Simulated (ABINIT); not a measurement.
# ZnS (Wurtzite-2H) (P6_3mc) in ABINIT: further runs, part 2 of 2

ABINIT 10.8.3 (patched build).

### Step 3. Single point, AM05

The input, run.abi:

```
# Pseudopotentials
pp_dirpath "./"
pseudos "Zn.GGA_PBE-JTH.xml, S.GGA_PBE-JTH.xml"

# Structure
acell 3*1.0 Angstrom
rprim
     3.8110000000     0.0000000000     0.0000000000
    -1.9055000000     3.3004228138     0.0000000000
     0.0000000000     0.0000000000     6.2340000000
ntypat 2
znucl 30 16
natom 4
typat 1 1 2 2
xred
     0.6666666667     0.3333333333     0.5000000000
     0.3333333333     0.6666666667     0.0000000000
     0.6666666667     0.3333333333     0.8850000000
     0.3333333333     0.6666666667     0.3850000000

# Plane-wave basis
ecut 26.0
pawecutdg 48.0
pawxcdev 0

# k points
kptopt 1
ngkpt 8 8 5
nshiftk 1
shiftk 0.0 0.0 0.0

# Exchange and correlation
ixc -120135

# Bands and occupations
nband 22
occopt 3
tsmear 0.05 eV

# SCF cycle
nstep 100
tolvrs 1.0e-9

# Output
iomode 3
prtwf 0
prtden 0
prteig 0
prtebands 0
```

Potentials or basis: JTH PAW PBE v2.0.

On the command line:

```
$ abinit run.abi > log 2>&1
```

run.abo:

```text
.Version 10.8.3 of ABINIT
 Symmetries : space group P6_3 m c (#186); Bravais hP (primitive hexag.)
================================================================================
 Values of the parameters that define the memory need of the present run
     intxc =       0    ionmov =       0      iscf =      17    lmnmax =      18
     lnmax =       6     mgfft =      60  mpssoang =       3    mqgrid =    3675
     natom =       4  nloc_mem =       2    nspden =       1   nspinor =       1
    nsppol =       1      nsym =      12    n1xccc =       1    ntypat =       2
    occopt =       3   xclevel =       2
       mpw =        3365          nfft =       77760          nkpt =          30
 PAW method is used; the additional fine FFT grid is defined by:
   mgfftf=        75    nfftf =    172800
================================================================================
================================================================================

--------------------------------------------------------------------------------
------------- Echo of variables that govern the present computation ------------
--------------------------------------------------------------------------------
 -outvars: echo values of preprocessed input variables --------
            acell      1.8897261259E+00  1.8897261259E+00  1.8897261259E+00 Bohr
              amu      6.53900000E+01  3.20660000E+01
             ecut      2.60000000E+01 Hartree
              ixc     -120135
         kptrlatt        8    0    0      0    8    0      0    0    5
          kptrlen      5.76139701E+01
            natom           4
            nband          22
            ngfft          36      36      60
          ngfftdg          48      48      75
             nkpt          30
            nstep         100
             nsym          12
           ntypat           2
           occopt           3
        pawecutdg      4.80000000E+01 Hartree
         pawxcdev           0
           prtden           0
        prtebands           0
           prteig           0
            prtwf           0
            rprim      3.8110000000E+00  0.0000000000E+00  0.0000000000E+00
                      -1.9055000000E+00  3.3004228138E+00  0.0000000000E+00
                       0.0000000000E+00  0.0000000000E+00  6.2340000000E+00
          spgroup         186
           tolvrs      1.00000000E-09
           tsmear      1.83746611E-03 Hartree
            typat      1  1  2  2
           useylm           1
           xangst      1.9055000000E+00  1.1001409379E+00  3.1170000000E+00
                      -1.2540273692E-16  2.2002818759E+00  0.0000000000E+00
                       1.9055000000E+00  1.1001409379E+00  5.5170900000E+00
                      -1.2540273692E-16  2.2002818759E+00  2.4000900000E+00
            xcart      3.6008731329E+00  2.0789650726E+00  5.8902763345E+00
                      -2.3697682822E-16  4.1579301452E+00  0.0000000000E+00
                       3.6008731329E+00  2.0789650726E+00  1.0425789112E+01
                      -2.3697682822E-16  4.1579301452E+00  4.5355127775E+00
             xred      6.6666666667E-01  3.3333333333E-01  5.0000000000E-01
                       3.3333333333E-01  6.6666666667E-01  0.0000000000E+00
                       6.6666666667E-01  3.3333333333E-01  8.8500000000E-01
                       3.3333333333E-01  6.6666666667E-01  3.8500000000E-01
            znucl       30.00000   16.00000

================================================================================

 chkinp: Checking input parameters for consistency.

================================================================================
== DATASET  1 ==================================================================

--- !DatasetInfo
iteration_state: {dtset: 1, }
[... 136 lines left out ...]
 rms dE/dt=  3.9791E-02; max dE/dt=  6.9206E-02; dE/dt below (all hartree)
    1       0.000000000000      0.000000000000     -0.068631694174
    2       0.000000000000      0.000000000000     -0.068631694174
    3       0.000000000000      0.000000000000      0.069206041882
    4      -0.000000000000      0.000000000000      0.069206041882

 cartesian coordinates (angstrom) at end:
    1      1.90550000000000     1.10014093793333     3.11700000000000
    2     -0.00000000000000     2.20028187586667     0.00000000000000
    3      1.90550000000000     1.10014093793333     5.51709000000000
    4     -0.00000000000000     2.20028187586667     2.40009000000000

 cartesian forces (hartree/bohr) at end:
    1     -0.00000000000000    -0.00000000000000     0.00585022366649
    2     -0.00000000000000    -0.00000000000000     0.00585022366649
    3     -0.00000000000000    -0.00000000000000    -0.00585022366649
    4      0.00000000000000     0.00000000000000    -0.00585022366649
 frms,max,avg= 3.3776282E-03 5.8502237E-03   0.000E+00  0.000E+00 -2.438E-05 h/b

 cartesian forces (eV/Angstrom) at end:
    1     -0.00000000000000    -0.00000000000000     0.30083059633385
    2     -0.00000000000000    -0.00000000000000     0.30083059633385
    3     -0.00000000000000    -0.00000000000000    -0.30083059633385
    4      0.00000000000000     0.00000000000000    -0.30083059633385
 frms,max,avg= 1.7368463E-01 3.0083060E-01   0.000E+00  0.000E+00 -1.254E-03 e/A
 length scales=  1.889726125908  1.889726125908  1.889726125908 bohr
              =  1.000000000000  1.000000000000  1.000000000000 angstroms
 Fermi (or HOMO) energy (hartree) =   0.23858   Average Vxc (hartree)=  -0.34659
 Eigenvalues (hartree) for nkpt=  30  k points:
 kpt#   1, nband= 22, wtk=  0.00313, kpt=  0.0000  0.0000  0.0000 (reduced coord)
  -0.28781   -0.25336   -0.03899   -0.03899   -0.03665   -0.03665   -0.03629   -0.02145
  -0.02145   -0.01846   -0.01846   -0.01235    0.00524    0.16464    0.16464    0.19610
   0.19610    0.19658    0.27808    0.30444    0.42462    0.42511
      occupation numbers for kpt#   1
   2.00000    2.00000    2.00000    2.00000    2.00000    2.00000    2.00000    2.00000
   2.00000    2.00000    2.00000    2.00000    2.00000    2.00000    2.00000    2.00000
   2.00000    2.00000    0.00000    0.00000    0.00000    0.00000
 prteigrs : prtvol=0 or 1, do not print more k-points.

--- !EnergyTerms
iteration_state     : {dtset: 1, }
comment             : Components of total free energy in Hartree
kinetic             :  2.20505864756815E+01
hartree             :  4.24343119519479E+01
xc                  : -1.07306522814020E+01
Ewald energy        : -9.21733054745124E+01
psp_core            :  1.56215135973054E+00
local_psp           : -1.48868532230446E+02
PAW spherical_terms :  3.64398764331270E+01
internal            : -1.49285563765873E+02
'-kT*entropy'       : -2.43508042677466E-13
total_energy        : -1.49285563765873E+02
total_energy_eV     : -4.06226713658221E+03
...

--- !EnergyTermsDC
iteration_state     : {dtset: 1, }
comment             : '"Double-counting" decomposition of free energy'
band_energy         : -2.71157470994512E-01
Ewald energy        : -9.21733054745124E+01
psp_core            :  1.56215135973054E+00
xc_dc               : -4.14039920982593E+01
PAW spherical_terms : -1.69992547104551E+01
internal            : -1.49285558394491E+02
'-kT*entropy'       : -2.43508042677466E-13
total_energy_dc     : -1.49285558394491E+02
total_energy_dc_eV  : -4.06226699041944E+03
...

--- !EnergyTermsWithPAWCore
iteration_state     : {dtset: 1, }
comment             : 'Components of total free energy, including PAW core contributions'
Total energy        : -4.38339520366338E+03
Total energy DC     : -4.38339519829199E+03
Total energy (eV)   : -1.19278259955665E+05
Total energy DC (eV): -1.19278259809502E+05
...

 Cartesian components of stress tensor (hartree/bohr^3)
  sigma(1 1)=  9.36469274E-06  sigma(3 2)=  0.00000000E+00
  sigma(2 2)=  9.36469278E-06  sigma(3 1)=  0.00000000E+00
  sigma(3 3)=  7.02321420E-05  sigma(2 1)=  0.00000000E+00

-Cartesian components of stress tensor (GPa)         [Pressure= -8.7245E-01 GPa]
- sigma(1 1)=  2.75518773E-01  sigma(3 2)=  0.00000000E+00
- sigma(2 2)=  2.75518774E-01  sigma(3 1)=  0.00000000E+00
- sigma(3 3)=  2.06630096E+00  sigma(2 1)=  0.00000000E+00

== END DATASET(S) ==============================================================
================================================================================

 -outvars: echo values of variables after computation  --------
            acell      1.8897261259E+00  1.8897261259E+00  1.8897261259E+00 Bohr
           etotal     -1.4928555839E+02
            fcart     -0.0000000000E+00 -0.0000000000E+00  5.8502236665E-03
                      -0.0000000000E+00 -0.0000000000E+00  5.8502236665E-03
                      -7.4777564323E-29 -4.3172846891E-29 -5.8502236665E-03
                       7.4777564323E-29  4.3172846891E-29 -5.8502236665E-03
            rprim      3.8110000000E+00  0.0000000000E+00  0.0000000000E+00
                      -1.9055000000E+00  3.3004228138E+00  0.0000000000E+00
                       0.0000000000E+00  0.0000000000E+00  6.2340000000E+00
           strten      9.3646927380E-06  9.3646927784E-06  7.0232141959E-05
                       0.0000000000E+00  0.0000000000E+00  0.0000000000E+00
           xangst      1.9055000000E+00  1.1001409379E+00  3.1170000000E+00
                      -1.2540273692E-16  2.2002818759E+00  0.0000000000E+00
                       1.9055000000E+00  1.1001409379E+00  5.5170900000E+00
                      -1.2540273692E-16  2.2002818759E+00  2.4000900000E+00
             xred      6.6666666667E-01  3.3333333333E-01  5.0000000000E-01
                       3.3333333333E-01  6.6666666667E-01  0.0000000000E+00
                       6.6666666667E-01  3.3333333333E-01  8.8500000000E-01
                       3.3333333333E-01  6.6666666667E-01  3.8500000000E-01
 Calculation completed.
```

It took 2.9 min on 1 thread of Arm Neoverse V2, shared host; peak memory 0.19 GiB.

Results:

| Item | Value |
| --- | --- |
| Free energy | -4062.2670 eV |
| Pressure | -0.9 GPa |
| Largest force | 0.301 eV/Å |
| Band gap on the k mesh | 2.22 eV, direct |
| Valence electrons inside the program's atomic spheres | Zn 10.81; S 3.61, 3.59 |

Forces on the atoms (eV/Å):
```
Zn   0.000  0.000  0.301
Zn   0.000  0.000  0.301
S    0.000  0.000 -0.301
S    0.000  0.000 -0.301
```

Levels at points of the mesh, in eV from the valence-band top:
```tsv
k point	band 15	band 16	band 17	band 18	band 19	band 20	band 21	band 22
(0.00, 0.00, 0.00)	-0.87	-0.01	-0.01	0.00	2.22	2.93	6.21	6.22
(0.50, 0.00, 0.00)	-3.19	-2.27	-1.58	-0.99	3.56	4.21	5.14	7.05
```

Caveat: the PAW data sets were made with another functional, which shifts forces and pressure a little.

### Step 4. Single point, r2SCAN

Changes to run.abi since step 3:

```diff
@@ -23,3 +23,2 @@
 pawecutdg 48.0
-pawxcdev 0
 
@@ -32,3 +31,5 @@
 # Exchange and correlation
-ixc -120135
+ixc -497498
+usekden 1
+pawxcdev 0
 
@@ -41,3 +42,3 @@
 nstep 100
-tolvrs 1.0e-9
+tolvrs 1.0e-7
```

On the command line:

```
$ abinit run.abi > log 2>&1
```

Run time: 6.5 min. Hardware: 1 thread of Arm Neoverse V2, shared host; peak memory 0.24 GiB.

Results (log left out):

```yaml
Free_energy: -3582.7458 eV
Pressure: 0.2 GPa
Largest_force: 0.321 eV/Å
Band_gap_on_the_k_mesh: 2.80 eV, direct
Valence_electrons_inside_the_program's_atomic_spheres: Zn 10.79; S 3.63, 3.61
```

Forces in eV/Å, atoms in the order of the input:
```
Zn   0.000  0.000  0.321
Zn   0.000  0.000  0.321
S    0.000  0.000 -0.321
S    0.000  0.000 -0.321
```

Stress tensor (GPa, compression positive):
```
 0.90  0.00  0.00
 0.00  0.90  0.00
 0.00  0.00 -1.07
```

Levels at points of the mesh, in eV from the valence-band top:
| k point | band 15 | band 16 | band 17 | band 18 | band 19 | band 20 | band 21 | band 22 |
| --- | --- | --- | --- | --- | --- | --- | --- | --- |
| (0.00, 0.00, 0.00) | -0.88 | -0.01 | -0.01 | 0.00 | 2.80 | 3.49 | 6.77 | 6.77 |
| (0.50, 0.00, 0.00) | -3.23 | -2.32 | -1.59 | -1.01 | 3.99 | 4.77 | 5.52 | 7.63 |

Caveat: totals of a meta-GGA on PAW files have another zero than those of a GGA; the PAW data sets were made with another functional, which shifts forces and pressure a little.

### Step 5. The runs side by side

| level | gap on the mesh (eV) | pressure (GPa) | largest force (eV/Å) |
| --- | --- | --- | --- |
| BLYP | 2.22 | 6.3 | 0.34 |
| AM05 | 2.22 | -0.9 | 0.30 |
| r2SCAN | 2.80 | 0.2 | 0.32 |

Alike in all rows: task single point; potentials or basis JTH PAW PBE v2.0; no spin polarisation; cell as given; k mesh 8 × 8 × 5; cutoff (eV) 707; smearing fermi-dirac 0.05 eV.

On the cell as given the gap runs from 2.22 eV (AM05) to 2.80 eV (r2SCAN). The pressure there spans -0.9 GPa (AM05) to 6.3 GPa (BLYP); a positive pressure means that this level wants a larger cell, a negative one a smaller.

Caveats: the PAW data sets were made with another functional, which shifts forces and pressure a little; totals of a meta-GGA on PAW files have another zero than those of a GGA (some runs).

Absolute energies hang on the potentials; compare differences alone.

### Step 6. Against experiment

Step 2. Against the measured gap of ZnS, 3.911 eV (direct; 4 K; a printed reference work, monograph), the calculated 2.22 eV is off by -1.69 eV. The value is that of BLYP, without temperature or zero-point motion. Semilocal functionals fall short of measured gaps as a rule.

Step 3. Measured gap of ZnS: 3.911 eV (direct; 4 K; a printed reference work, monograph). This calculation gives 2.22 eV (-1.69 eV). The value is that of AM05, without temperature or zero-point motion. Semilocal functionals fall short of measured gaps as a rule.

Step 4. Against the measured gap of ZnS, 3.911 eV (direct; 4 K; a printed reference work, monograph), the calculated 2.80 eV is off by -1.11 eV. The value is that of r2SCAN, without temperature or zero-point motion.
